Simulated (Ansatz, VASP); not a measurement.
# Si7H18C7 (SiC wire along [111], 14 atoms a period, H-terminated) in two plane-wave programs

Aim: how closely do two programs agree when they are given the same cell, functional and k mesh? The cell is taken from a series of runs on this material, whose earlier steps may have relaxed, scaled, displaced or heated it; both programs get it as it stands.

Program: Ansatz 0.2.0. Level of theory: plane waves, with VASP 6.6.1 beside it; single point at HSE06. Results are calculated unless marked as measured.

**1. The starting structure**

The cell holds 32 atoms: 7 Si, 7 C and 18 H. Its edges and angles: a = 12.298 Å, b = 12.818 Å, c = 7.738 Å, α = 90.0°, β = 90.0°, γ = 90.0°. Vacuum lies along a and b. The structure's axis is c.

**2. Ansatz: single point, HSE06**

Ansatz runs on its PAW soft_1 files.

A single point gives forces, pressure and levels at one fixed geometry, so differences don't come from the geometry; what else differs is listed under the comparison.

Input file input.yaml:

```yaml
crystal:
  lattice:
    - [12.298, 0.0, 0.0]
    - [0.0, 12.818, 0.0]
    - [0.0, 0.0, 7.7375584922]
  atoms:
    - { symbol: Si, position: [0.499984861, 0.512897052, 0.003203912] }
    - { symbol: C, position: [0.499984861, 0.512870697, 0.250285114] }
    - { symbol: H, position: [0.274327551, 0.496501948, 0.27395009] }
    - { symbol: H, position: [0.372407821, 0.333550008, 0.273972219] }
    - { symbol: H, position: [0.401901979, 0.708514272, 0.273922349] }
    - { symbol: H, position: [0.598067743, 0.708514272, 0.273922349] }
    - { symbol: H, position: [0.627561901, 0.333550008, 0.273972219] }
    - { symbol: H, position: [0.725642171, 0.496501948, 0.27395009] }
    - { symbol: Si, position: [0.375380858, 0.443856436, 0.338661805] }
    - { symbol: Si, position: [0.499984861, 0.650942997, 0.338654483] }
    - { symbol: Si, position: [0.624588864, 0.443856436, 0.338661805] }
    - { symbol: C, position: [0.376613851, 0.444533716, 0.582144965] }
    - { symbol: C, position: [0.499984861, 0.649561351, 0.582135153] }
    - { symbol: C, position: [0.623355871, 0.444533716, 0.582144965] }
    - { symbol: H, position: [0.274402174, 0.637794284, 0.605384839] }
    - { symbol: H, position: [0.499984861, 0.262972653, 0.605450253] }
    - { symbol: H, position: [0.725567548, 0.637794284, 0.605384839] }
    - { symbol: H, position: [0.30270944, 0.403610685, 0.626595492] }
    - { symbol: H, position: [0.499984861, 0.731437665, 0.626553854] }
    - { symbol: H, position: [0.697260282, 0.403610685, 0.626595492] }
    - { symbol: Si, position: [0.374348894, 0.582490907, 0.669307579] }
    - { symbol: Si, position: [0.499984861, 0.373707602, 0.669327718] }
    - { symbol: Si, position: [0.625620828, 0.582490907, 0.669307579] }
    - { symbol: C, position: [0.376079237, 0.581514918, 0.912889639] }
    - { symbol: C, position: [0.499984861, 0.375612884, 0.912905403] }
    - { symbol: C, position: [0.623890485, 0.581514918, 0.912889639] }
    - { symbol: H, position: [0.301387873, 0.54348135, 0.959897408] }
    - { symbol: H, position: [0.373071473, 0.662595416, 0.959884781] }
    - { symbol: H, position: [0.42830045, 0.332585879, 0.959927948] }
    - { symbol: H, position: [0.571669272, 0.332585879, 0.959927948] }
    - { symbol: H, position: [0.626898249, 0.662595416, 0.959884781] }
    - { symbol: H, position: [0.698581849, 0.54348135, 0.959897408] }
kpoints:
  mp_grid: { grid: [1, 1, 4] }
scf:
  occupations: { method: fermi_dirac, width: 0.05 }
hamiltonian:
  xc: hse06
  pseudopotentials: { kind: paw, azcp: { folder: soft_1 } }
```

The run is started by

```
$ ansatz run input.yaml --threads 4 --pin off --max-ram 16384MiB --backend cpu --events-out ev --progress --plain --runs-dir out
```

Numbers of over 12 decimals in the logs are rounded to 6 here.

What it wrote:

```text
Engine: ansatz 0.2.0, x86_64-unknown-linux-gnu
Pseudopotentials: kind: paw
Pseudopotential: Si, paw, valence charge 4, recommended cutoff 420 eV (normal), soft_1/Si.paw.azcp
Pseudopotential: C, paw, valence charge 4, recommended cutoff 420 eV (normal), soft_1/C.paw.azcp
Pseudopotential: H, paw, valence charge 1, recommended cutoff 420 eV (normal), soft_1/H.paw.azcp
Functional definition: HSE06
  parameter a = 0.25
  parameter omega = 0.11/bohr
  exchange = pbe_x - a*pbe_x_sr(omega) + a*exact_x_sr(omega)
  correlation = pbe_c
Crystal: 32 atoms, lattice volume = 1219.716 Å³
Basis set: ecut = 420 eV, 23815 PW (Γ)
Bands: 69, of which v1, the nominal top of the filled ones, is band 37 counted from 1 (36 counted from 0)
Symmetry: 2 space group operations
Space group: Pm (ITA 6), of the structure as read, at distance tolerance 1.1e-4 Å
k-points: 3 of 4 (time reversal used)
Non-local potential: Si, projectors of the file, l = 0: 2, l = 1: 2, l = 2: 1
Non-local potential: C, projectors of the file, l = 0: 2, l = 1: 2, l = 2: 1
Non-local potential: H, projectors of the file, l = 0: 2, l = 1: 1
PAW form: soft (Blöchl's): semilocal exchange-correlation on the pseudo side does not see the compensation charge
PAW frozen core: Si, regenerated for the run's functional, and the local potential with it (the file was generated under x = pbe(κ = 0.804, μ = 0.219515), c = pbe(β = 0.066725))
PAW frozen core: C, regenerated for the run's functional, and the local potential with it (the file was generated under x = pbe(κ = 0.804, μ = 0.219515), c = pbe(β = 0.066725))
PAW one-centre angular grid: Si, 110 points (default); XC on 64 Gauss nodes
PAW one-centre angular grid: C, 110 points (default); XC on 64 Gauss nodes
PAW one-centre angular grid: H, 110 points (default); XC on 64 Gauss nodes
Initial density: superposition of atomic densities (neutral atoms: chi_scale 0, normalization atom)
Initial wavefunctions: pseudopotential atomic-orbital guess
Functional: x = pbe(κ = 0.804, μ = 0.219515), c = pbe(β = 0.066725), warm-up for x = pbe(κ = 0.804, μ = 0.219515) + 0.25 (exact − pbe) at short range (hse, ω = 0.207870 Å⁻¹), c = pbe(β = 0.066725); HSE06 as pw.x's `hse` composes it (authors' and Libxc's form: `xc: wpbeh`)
iter 1 solved again at ethr=8.26e-2 eV; its pass at ethr=1.00e-1 eV (dr2=6.12e1 eV) is discarded
SCF iter   1: F=—  HF=-6516.527941 eV  |F-HF|=—  |Δ(HF+E_count)|=         —  Δρ=6.31e-2  dr2=6.12e1  ethr=8.26e-2  ⟨swp⟩=2.0  Hψ=1211  notcnv=0
preconditioner: auto → none  [insulator: Δε(μ)=6.510 eV  Ē_g=13.484 eV  σ=0.050 eV  W_gap=1.00  n_scr=100 (ndim 8)  ℏωp=9.1 eV  f_vac=0.615  D(μ)=0.00/eV (n_scr^D=0)]
SCF iter   2: F=—  HF=-6499.410894 eV  |F-HF|=—  |Δ(HF+E_count)|=    1.71e1  Δρ=2.87e-2  dr2=8.88e0  ethr=8.26e-2  ⟨swp⟩=6.3  Hψ=693  notcnv=0
SCF iter   3: F=—  HF=-6497.174380 eV  |F-HF|=—  |Δ(HF+E_count)|=    2.24e0  Δρ=1.07e-2  dr2=1.27e0  ethr=1.20e-2  ⟨swp⟩=6.0  Hψ=606  notcnv=0
SCF iter   4: F=—  HF=-6496.957458 eV  |F-HF|=—  |Δ(HF+E_count)|=   2.17e-1  Δρ=3.97e-3  dr2=3.53e-1  ethr=1.72e-3  ⟨swp⟩=7.3  Hψ=713  notcnv=0
iter 5 solved again at ethr=1.36e-5 eV; its pass at ethr=4.77e-4 eV (dr2=1.01e-2 eV) is discarded
SCF iter   5: F=—  HF=-6496.863634 eV  |F-HF|=—  |Δ(HF+E_count)|=   9.38e-2  Δρ=8.01e-4  dr2=9.71e-3  ethr=1.36e-5  ⟨swp⟩=4.7  Hψ=963  notcnv=0  defer=1
SCF iter   6: F=—  HF=-6496.863154 eV  |F-HF|=—  |Δ(HF+E_count)|=   4.80e-4  Δρ=3.85e-4  dr2=2.54e-3  ethr=1.31e-5  ⟨swp⟩=7.0  Hψ=447  notcnv=0  defer=2
SCF iter   7: F=-6496.862754 eV  HF=-6496.862762 eV  |F-HF|=7.85e-6  |Δ(HF+E_count)|=   3.92e-4  Δρ=1.39e-4  dr2=1.45e-4  ethr=3.43e-6  ⟨swp⟩=5.3  Hψ=406  notcnv=0  defer=1
SCF 1 stopped early in 7 iterations: F = -6496.862754 eV  dr2 = 1.45e-4
  greatest PAW one-centre occupation: 0.650 electrons in one spin orbital (limit 2), on the C atom at site 24 (counted from 0), in its partial waves of l = 0
Initial density: handed on by an earlier stage of this run
Initial wavefunctions: those handed on with the density
Functional: x = pbe(κ = 0.804, μ = 0.219515) + 0.25 (exact − pbe) at short range (hse, ω = 0.207870 Å⁻¹), c = pbe(β = 0.066725); HSE06 as pw.x's `hse` composes it (authors' and Libxc's form: `xc: wpbeh`)
Exchange kernel: α = 0.2500, screened, ω = 0.2079 Å⁻¹, Wigner–Seitz truncation, v(0) = 1009.8141 eV·Å³, q-mesh 1×1×4, nearest image of the exchange supercell L = 12.30 Å, pair-density grid 81×90×54, without the augmentation charges, whose exchange is taken in its separable form by FFT convolution over the k-point mesh (the finest that the files' search goes to)
Frozen-core exchange: fock
SCF iter   1: F=—  HF=-6501.687840 eV  |F-HF|=—  |Δ(HF+E_count)|=         —  Δρ=2.15e-3  dr2=3.26e-2  ethr=1.96e-6  ⟨swp⟩=18.3  Hψ=1504  notcnv=2
preconditioner: auto → none  [insulator: Δε(μ)=5.882 eV  Ē_g=12.994 eV  σ=0.050 eV  W_gap=1.00  n_scr=100 (ndim 8)  ℏωp=9.1 eV  f_vac=0.675  D(μ)=0.00/eV (n_scr^D=0)]
SCF iter   2: F=—  HF=-6501.675839 eV  |F-HF|=—  |Δ(HF+E_count)|=   1.20e-2  Δρ=6.54e-4  dr2=4.24e-3  ethr=1.96e-6  ⟨swp⟩=4.0  Hψ=500  notcnv=0
SCF iter   3: F=—  HF=-6501.693011 eV  |F-HF|=—  |Δ(HF+E_count)|=   1.72e-2  Δρ=2.48e-4  dr2=8.04e-4  ethr=1.96e-6  ⟨swp⟩=6.3  Hψ=511  notcnv=0
SCF iter   4: F=—  HF=-6501.692782 eV  |F-HF|=—  |Δ(HF+E_count)|=   2.29e-4  Δρ=9.02e-5  dr2=1.75e-4  ethr=1.04e-6  ⟨swp⟩=3.7  Hψ=414  notcnv=0
SCF iter   5: F=—  HF=-6501.692740 eV  |F-HF|=—  |Δ(HF+E_count)|=   4.16e-5  Δρ=2.78e-5  dr2=3.49e-5  ethr=1.88e-7  ⟨swp⟩=4.0  Hψ=376  notcnv=0
SCF iter   6: F=—  HF=-6501.692978 eV  |F-HF|=—  |Δ(HF+E_count)|=   2.38e-4  Δρ=4.02e-5  dr2=2.16e-5  ethr=8.92e-9  ⟨swp⟩=9.3  Hψ=828  notcnv=0
SCF iter   7: F=-6501.692971 eV  HF=-6501.692971 eV  |F-HF|=7.03e-7  |Δ(HF+E_count)|=   6.97e-6  Δρ=1.09e-5  dr2=1.68e-6  ethr=8.92e-9  ⟨swp⟩=4.0  Hψ=457  notcnv=0
SCF 2 stopped early in 7 iterations: F = -6501.692971 eV  dr2 = 1.68e-6
  greatest PAW one-centre occupation: 0.651 electrons in one spin orbital (limit 2), on the C atom at site 24 (counted from 0), in its partial waves of l = 0
hybrid outer 1: dexx = +2.016e-2 eV, tail = 8.42e-6 eV
Exchange kernel: α = 0.2500, screened, ω = 0.2079 Å⁻¹, Wigner–Seitz truncation, v(0) = 1009.8141 eV·Å³, q-mesh 1×1×4, nearest image of the exchange supercell L = 12.30 Å, pair-density grid 81×90×54, without the augmentation charges, whose exchange is taken in its separable form by FFT convolution over the k-point mesh (the finest that the files' search goes to)
Frozen-core exchange: fock
SCF iter   1: F=—  HF=-6501.692832 eV  |F-HF|=—  |Δ(HF+E_count)|=         —  Δρ=8.21e-6  dr2=7.58e-7  ethr=5.69e-8  ⟨swp⟩=13.0  Hψ=761  notcnv=0
preconditioner: auto → none  [insulator: Δε(μ)=5.896 eV  Ē_g=12.996 eV  σ=0.050 eV  W_gap=1.00  n_scr=100 (ndim 8)  ℏωp=9.1 eV  f_vac=0.677  D(μ)=0.00/eV (n_scr^D=0)]
iter 2 solved again at ethr=6.24e-11 eV; its pass at ethr=9.43e-10 eV (dr2=4.62e-8 eV) is discarded
SCF iter   2: F=-6501.692832 eV  HF=-6501.692832 eV  |F-HF|=1.94e-8  |Δ(HF+E_count)|=   2.13e-7  Δρ=2.57e-6  dr2=5.92e-8  ethr=6.24e-11  ⟨swp⟩=3.0  Hψ=732  notcnv=0
SCF 3 converged in 2 iterations: F = -6501.692832 eV  dr2 = 5.92e-8
hybrid outer 2: dexx = +1.347e-7 eV, tail = 1.25e-7 eV, Δε = 4.62e-4 eV (about 7.36e-5 eV left of the loop's levels)
hybrid SCF converged: 2 outer / 9 inner (+7 warm-up), last move |dexx| = 1.35e-7 eV, tail = 1.25e-7 eV
Stability not checked: this state was not tested for a lower state beside it, because the functional holds exact exchange (a hybrid, or Hartree-Fock), whose exchange loop this test does not read (fock_operator; see scf.lower_state_search)
Free energy (F): -6501.692832 eV
Frozen-core exchange: fock
Harris-Foulkes:  -6501.692832 eV  (|F-HF|=1.94e-8)
Internal energy: -6501.692832 eV  (E = F + TS)
E sigma→0 (E₀):  -6501.692832 eV
Fermi energy:    -1.954951 eV
--- Per-component energies (eV) ---
  E_band       = -729.122951
  E_kinetic    = 1160.742338
  E_local      = -11301.508321  (includes V_loc(G=0)·N_el)
  E_nonlocal   = 322.139858
  E_hartree    = 5106.698631
  E_xc         = -724.010573
  E_vxc        = -770.831595  (∫ρ·V_xc dr)
  E_exx        = -138.184171  (= α·E_x^exact, valence–valence)
  E_paw        = -4325.769091  (= ΣΔE_a)
  E_vpaw       = -76.686664  (= ΣTr[D̂ρ^β])
  E_aug_tail   = -0.017874  (compensation charges beyond the density's cutoff)
  E_ewald      = 3398.750713
  E_core_change = -0.534342  (= ΣΔE_core)
  E_smearing   = -0.000000  (= −TS)
  E_closure    = -0.000000  (closes the sum)
  Σ components = -6501.692832   (vs F -6501.692832, Δ=-9.09e-13)
--- Band table (eV) ---
  k-point 0: bands = [... 33 lower, -5.8447, -5.4149, -5.4130, -4.8895, 1.0071]
  k-point 1: bands = [... 33 lower, -5.7290, -5.4062, -5.4043, -5.1118, 1.0874]
  k-point 2: bands = [... 33 lower, -5.6723, -5.6417, -5.3912, -5.3890, 1.1549]
  guard bands above this table: 31 of the run's 69 bands. The solve was not asked for them (output.publish_guard_bands: true or output.eigenvalues: true publishes all)
```

**3. VASP: single point, HSE06**

The same cell, functional, mesh and smearing now go to VASP, with its own data sets.

Lines of VASP's logs that name or quote its potential files are left out, and so is its time.

The run reads the wave functions of an earlier VASP run, which isn't shown here.

Input file INCAR:

```
SYSTEM = Si7H18C7
PREC = Accurate
ENCUT = 520
EDIFF = 1E-06
NELM = 100
ISMEAR = -1
SIGMA = 0.05
LREAL = Auto
ALGO = Normal
LHFCALC = .TRUE.
AEXX = 0.25
GGA = PE
HFSCREEN = 0.208
LASPH = .TRUE.
NBANDS = 59
PRECFOCK = Fast
LORBIT = 11
LWAVE = .FALSE.
LCHARG = .FALSE.
ISIF = 2
```

Input file POSCAR:

```
Si7H18C7
1.0
   12.2980000000      0.0000000000      0.0000000000
    0.0000000000     12.8180000000      0.0000000000
    0.0000000000      0.0000000000      7.7375584922
Si C H
7 7 18
Direct
    0.4999848610      0.5128970520      0.0032039120
    0.3753808580      0.4438564360      0.3386618050
    0.4999848610      0.6509429970      0.3386544830
    0.6245888640      0.4438564360      0.3386618050
    0.3743488940      0.5824909070      0.6693075790
    0.4999848610      0.3737076020      0.6693277180
    0.6256208280      0.5824909070      0.6693075790
    0.4999848610      0.5128706970      0.2502851140
    0.3766138510      0.4445337160      0.5821449650
    0.4999848610      0.6495613510      0.5821351530
    0.6233558710      0.4445337160      0.5821449650
    0.3760792370      0.5815149180      0.9128896390
    0.4999848610      0.3756128840      0.9129054030
    0.6238904850      0.5815149180      0.9128896390
    0.2743275510      0.4965019480      0.2739500900
    0.3724078210      0.3335500080      0.2739722190
    0.4019019790      0.7085142720      0.2739223490
    0.5980677430      0.7085142720      0.2739223490
    0.6275619010      0.3335500080      0.2739722190
    0.7256421710      0.4965019480      0.2739500900
    0.2744021740      0.6377942840      0.6053848390
    0.4999848610      0.2629726530      0.6054502530
    0.7255675480      0.6377942840      0.6053848390
    0.3027094400      0.4036106850      0.6265954920
    0.4999848610      0.7314376650      0.6265538540
    0.6972602820      0.4036106850      0.6265954920
    0.3013878730      0.5434813500      0.9598974080
    0.3730714730      0.6625954160      0.9598847810
    0.4283004500      0.3325858790      0.9599279480
    0.5716692720      0.3325858790      0.9599279480
    0.6268982490      0.6625954160      0.9598847810
    0.6985818490      0.5434813500      0.9598974080
```

Input file KPOINTS:

```
Automatic mesh
0
Gamma
1 1 4
0 0 0
```

PAW data sets: Si, C and H (PBE family, release 64).

The run is started by

```
$ export OMP_NUM_THREADS=3
$ mpirun -np 1 vasp_std
```

What it wrote:

```text
[banner, memory and clock lines left out]
running    1 mpi-ranks, on    1 nodes
[...]
Offloading initialized ...    1 GPUs detected
[...]
LDA part: xc-table for (Slater+PW92), standard interpolation
 found WAVECAR, reading the header
 POSCAR, INCAR and KPOINTS ok, starting setup
[...]
reading WAVECAR
 the WAVECAR file was read successfully
 initial charge from wavefunction
 entering main loop
       N       E                     dE             d eps       ncg     rms          rms(c)
DAV:   1    -0.193297797694E+03   -0.19330E+03   -0.23534E+00   436   0.592E+00    0.686E+00
DAV:   2    -0.193315843719E+03   -0.18046E-01   -0.81635E-02   492   0.968E-01    0.511E+00
DAV:   3    -0.193312263485E+03    0.35802E-02   -0.30812E-03   484   0.211E-01    0.306E+00
DAV:   4    -0.193310883282E+03    0.13802E-02   -0.82539E-04   452   0.992E-02    0.178E+00
[...]
DAV:  38    -0.193310424005E+03   -0.12887E-05   -0.35341E-09   300   0.195E-04    0.219E-04
DAV:  39    -0.193310425116E+03   -0.11118E-05   -0.28835E-09   302   0.160E-04    0.199E-04
DAV:  40    -0.193310426075E+03   -0.95838E-06   -0.25414E-09   300   0.144E-04
   1 F= -.19331043E+03 E0= -.19331043E+03  d E =-.251680E-10
```

From OUTCAR (step 3):

```text
  Total       -4.8649024     -4.8597075     -4.8360074      0.0000000      0.0074570      0.0000000
  in kB       -6.3903701     -6.3835463     -6.3524147      0.0000000      0.0097953      0.0000000
  external PRESSURE =      -6.3754437 kB  Pullay stress =       0.0000000 kB

 POSITION                                       TOTAL-FORCE (eV/Angst)
 -----------------------------------------------------------------------------------
      6.14881      6.57431      0.02479         0.000000      0.000735     -0.052104
      4.61643      5.68935      2.62042         0.022344      0.013470      0.014114
      6.14881      8.34379      2.62036         0.000000     -0.026168      0.015069
      7.68119      5.68935      2.62042        -0.022344      0.013470      0.014114
      4.60374      7.46637      5.17881         0.045864     -0.026041     -0.000532
      6.14881      4.79018      5.17896         0.000000      0.051908     -0.001619
      7.69388      7.46637      5.17881        -0.045864     -0.026041     -0.000532
      6.14881      6.57398      1.93660         0.000000      0.010937      0.019378
      4.63160      5.69803      4.50438         0.036161      0.013151     -0.008899
      6.14881      8.32608      4.50430         0.000000     -0.041138     -0.001227
      7.66603      5.69803      4.50438        -0.036161      0.013151     -0.008899
      4.62502      7.45386      7.06354         0.032305     -0.018167      0.007557
      6.14881      4.81461      7.06366         0.000000      0.039857      0.005149
      7.67261      7.45386      7.06354        -0.032305     -0.018167      0.007557
[...]
-----------------------------------------------------------------------------------
    total drift:                                0.000002     -0.001026      0.001446

  FREE ENERGIE OF THE ION-ELECTRON SYSTEM (eV)
  ---------------------------------------------------
  free  energy   TOTEN  =      -193.3104260749 eV

  energy  without entropy=     -193.3104260748  energy(sigma->0) =     -193.31042607

[... 3 further parts left out ...]
[key lines of the parts left out:]
E-fermi :  -3.8931
```

**4. Side by side**

Known differences besides the potentials themselves: exact exchange at q = 0 is treated differently, which shows on coarse meshes; VASP keeps PBE cores, Ansatz makes them for the functional; the cutoff is 420 eV in Ansatz and 520 eV in VASP (PREC = Accurate, projectors in real space); VASP takes a coarser grid for exact exchange (PRECFOCK = Fast). Total energies have different zeros and are not compared.

The two programs side by side:

```csv
quantity,Ansatz,VASP,difference
gap on the k mesh (eV),5.897,5.896,0.000
```

A gap on the mesh is an upper bound, since the band edges may lie between its points.

**5. What came out**

```
difference in gap on the k mesh (single point, HSE06) : 4.4e-4 eV
```

What this shows: The difference in gap on the k mesh is 4.4e-4 eV (single point, HSE06), within the 0.08 eV picked in this series as the mark of a large difference. How closely two codes agree says nothing of how well the functional describes the real material.

[Lines on the potential files, build, host, timing and source positions are cut from VASP's logs without a mark.]

[Logs are printed without paths, hosts, clocks, repeated set-up lines and the standing remarks that a program may print on its own settings, such as how far it seeks lower states.]

[Hosts, paths, dates, database ids (printed as entryN), source tags and the programs' standing remarks are cut or masked in the printed files.]
